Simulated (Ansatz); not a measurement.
Point defect: H interstitial in AlAs

The calculation used DFT PBE, scalar-relativistic, plane waves, PAW (Ansatz). (420 eV cutoff, 2×2×2 k-mesh, shifted by half a step, Gaussian smearing of 0.01 eV, collinear spin in charge 0 alone)

Host crystal, relaxed:

```cif
data_structure
_symmetry_space_group_name_H-M 'P 1'
_symmetry_Int_Tables_number 1
_cell_length_a 4.0502
_cell_length_b 4.0502
_cell_length_c 4.0502
_cell_angle_alpha 60.000
_cell_angle_beta 60.000
_cell_angle_gamma 60.000
_cell_volume 46.98
loop_
_atom_site_label
_atom_site_type_symbol
_atom_site_fract_x
_atom_site_fract_y
_atom_site_fract_z
_atom_site_occupancy
Al1 Al 0.00000 0.00000 0.00000 1
As1 As 0.75000 0.75000 0.75000 1
```

Supercell of 32 atoms, rows in host cell vectors: 1 -3 1; -3 1 1; 1 1 -3. Atoms relax at the host's cell from a start displaced at random by 0.06 Å near the defect, so other minima may exist. The cell is small, so energies carry finite-size errors of tenths of an eV. The host's Kohn–Sham gap is 1.50 eV. Atoms are taken from and returned to the elements' standard states. Charged cells are corrected for image charges with the computed static dielectric tensor (mean 11.6) and aligned with the host's potential at far atoms (alignment terms reach 0.09 eV; the program doubts the alignment in some charges, where it is up to 0.09 eV). No band-filling term is added, and the Fermi level counts from the host's valence band top.

Defect: H interstitial set at (0.500, 0.500, 0.500) of the host cell. In charges +1, 0 some atom moved by up to 2.4 Å, so the relaxed defect can differ in kind from the start. Before relaxation its nearest neighbours are 4 As at 2.48 Å, 6 Al at 2.86 Å.

```json
{"charge": "+1", "E_f at the valence band top (eV)": "0.69", "over the neutral state (eV)": "-1.47", "moment (μB)": "0.00", "largest move (Å)": "2.36", "atoms near the site": "1 As at 1.56 Å, 1 Al at 1.84 Å"}
{"charge": "0", "E_f at the valence band top (eV)": "2.16", "over the neutral state (eV)": "0.00", "moment (μB)": "1.00", "largest move (Å)": "0.58", "atoms near the site": "1 As at 1.77 Å, 1 Al at 2.60 Å, 1 Al at 2.61 Å, 1 Al at 2.62 Å, 1 As at 2.74 Å, 1 As at 2.75 Å, 1 As at 2.77 Å"}
{"charge": "-1", "E_f at the valence band top (eV)": "3.47", "over the neutral state (eV)": "1.32", "moment (μB)": "0.00", "largest move (Å)": "0.07", "atoms near the site": "1 As at 2.52 Å, 1 As at 2.53 Å, 2 As at 2.54 Å, 1 Al at 2.78 Å, 1 Al at 2.79 Å, 1 Al at 2.80 Å, 2 Al at 2.81 Å, 1 Al at 2.83 Å"}
```

Among the charges computed the stable one is +1 at the valence band top, changing to -1 at 1.39 eV. Other sites of the defect weren't tried.